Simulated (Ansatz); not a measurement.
# TiO2: the cost of one run

Computed with Ansatz 0.2.0 (DFT PBE, scalar-relativistic, plane waves, PAW, unless a step's input says otherwise).

**1. The structure to begin with**

The structure is monoclinic, space group C2/m (No. 12). The conventional cell has a = 12.307 Å, b = 3.767 Å, c = 6.616 Å, α = 90.00°, β = 106.95°, γ = 90.00°. Around Ti (site symmetry m) lie 5 O at 1.78 to 2.03 Å. Around Ti (site symmetry m) lie 6 O at 1.86 to 2.16 Å. O (site symmetry m) is surrounded by 3 Ti at 1.86 to 2.16 Å. O (site symmetry m) has 3 Ti at 1.94 to 2.03 Å in its first shell of neighbours. O (site symmetry m) has 2 Ti at 1.78 to 1.87 Å in its first shell of neighbours. O (site symmetry m) has 3 Ti at 1.96 to 2.16 Å in its first shell of neighbours.

Structure file:

```cif
data_structure
_symmetry_space_group_name_H-M 'C2/m'
_symmetry_Int_Tables_number 12
_cell_length_a 12.3072
_cell_length_b 3.7669
_cell_length_c 6.6162
_cell_angle_alpha 90.000
_cell_angle_beta 106.945
_cell_angle_gamma 90.000
_cell_volume 293.41
loop_
_atom_site_label
_atom_site_type_symbol
_atom_site_symmetry_multiplicity
_atom_site_Wyckoff_symbol
_atom_site_fract_x
_atom_site_fract_y
_atom_site_fract_z
_atom_site_occupancy
Ti1 Ti 4 i 0.80471 0.00000 0.71624 1
Ti2 Ti 4 i 0.59993 0.50000 0.71040 1
O1 O 4 i 0.55835 0.50000 0.36998 1
O2 O 4 i 0.63807 0.00000 0.70660 1
O3 O 4 i 0.63281 0.50000 0.00471 1
O4 O 4 i 0.73651 0.00000 0.34750 1
```

The runs take a perfect supercell of 48 atoms; the defect goes to fractional position (0.083, 0.250, 0.417).

**2. The perfect supercell**

File input.yaml:

```yaml
crystal:
  lattice:
    - [0.0, -7.533873, 0.0]
    - [-4.225251, -1.883468, -6.328967]
    - [8.081903, -1.883468, -6.328967]
  atoms:
    - { symbol: Ti, position: [0.17906, 0.837166, 0.446595] }
    - { symbol: Ti, position: [0.67906, 0.837166, 0.446595] }
    - { symbol: Ti, position: [0.42906, 0.337166, 0.946595] }
    - { symbol: Ti, position: [0.92906, 0.337166, 0.946595] }
    - { symbol: Ti, position: [0.1776, 0.544871, 0.74473] }
    - { symbol: Ti, position: [0.4276, 0.044871, 0.24473] }
    - { symbol: Ti, position: [0.6776, 0.544871, 0.74473] }
    - { symbol: Ti, position: [0.9276, 0.044871, 0.24473] }
    - { symbol: Ti, position: [0.07094, 0.662834, 0.053405] }
    - { symbol: Ti, position: [0.570941, 0.662832, 0.053405] }
    - { symbol: Ti, position: [0.32094, 0.162834, 0.553405] }
    - { symbol: Ti, position: [0.82094, 0.162834, 0.553405] }
    - { symbol: Ti, position: [0.0724, 0.955129, 0.75527] }
    - { symbol: Ti, position: [0.3224, 0.455129, 0.25527] }
    - { symbol: Ti, position: [0.5724, 0.955129, 0.75527] }
    - { symbol: Ti, position: [0.8224, 0.455129, 0.25527] }
    - { symbol: O, position: [0.092495, 0.756657, 0.873363] }
    - { symbol: O, position: [0.342495, 0.256657, 0.373363] }
    - { symbol: O, position: [0.592495, 0.756657, 0.873363] }
    - { symbol: O, position: [0.842495, 0.256657, 0.373363] }
    - { symbol: O, position: [0.176651, 0.008628, 0.284768] }
    - { symbol: O, position: [0.676651, 0.008629, 0.284768] }
    - { symbol: O, position: [0.426651, 0.508629, 0.784768] }
    - { symbol: O, position: [0.926651, 0.508629, 0.784767] }
    - { symbol: O, position: [0.001177, 0.864835, 0.130457] }
    - { symbol: O, position: [0.501177, 0.864834, 0.130457] }
    - { symbol: O, position: [0.251177, 0.364834, 0.630457] }
    - { symbol: O, position: [0.751177, 0.364834, 0.630457] }
    - { symbol: O, position: [0.157505, 0.743343, 0.626637] }
    - { symbol: O, position: [0.407505, 0.243342, 0.126637] }
    - { symbol: O, position: [0.657505, 0.743342, 0.626637] }
    - { symbol: O, position: [0.907505, 0.243342, 0.126637] }
    - { symbol: O, position: [0.086875, 0.089738, 0.562762] }
    - { symbol: O, position: [0.336875, 0.589738, 0.062762] }
    - { symbol: O, position: [0.586875, 0.089738, 0.562762] }
    - { symbol: O, position: [0.836875, 0.589739, 0.062761] }
    - { symbol: O, position: [0.248823, 0.635165, 0.369543] }
    - { symbol: O, position: [0.748823, 0.635166, 0.369543] }
    - { symbol: O, position: [0.498823, 0.135165, 0.869543] }
    - { symbol: O, position: [0.998823, 0.135165, 0.869543] }
    - { symbol: O, position: [0.163125, 0.410261, 0.937239] }
    - { symbol: O, position: [0.413125, 0.910261, 0.437239] }
    - { symbol: O, position: [0.663125, 0.410261, 0.937239] }
    - { symbol: O, position: [0.913125, 0.910261, 0.437239] }
    - { symbol: O, position: [0.073349, 0.491372, 0.215232] }
    - { symbol: O, position: [0.573349, 0.491371, 0.215232] }
    - { symbol: O, position: [0.323349, 0.991371, 0.715232] }
    - { symbol: O, position: [0.823349, 0.991371, 0.715233] }
basis:
  ecutwfc: 420
  fft_grid_basis: typed
kpoints:
  mp_grid: { grid: [2, 2, 1] }
hamiltonian:
  xc: pbe
  pseudopotentials: { kind: paw }
scf:
  occupations: { method: gaussian, width: 0.05 }
output:
  forces: true
  stress: false
  eigenvalues: true
  bader: false
  write_density: true
  volumetric_format: npy
```

Run with:

```
$ ansatz run input.yaml --threads 4 --pin off --max-ram 10240MiB --backend cpu --events-out ev --progress --plain --runs-dir out
```

**Question.** How long does this run take on 4 threads of Intel Xeon Platinum 8259CL at 2.50GHz (Skylake/Cascade Lake), shared host, and how much memory does it need?

About 9.5 s, with a peak of 2.7 GiB.
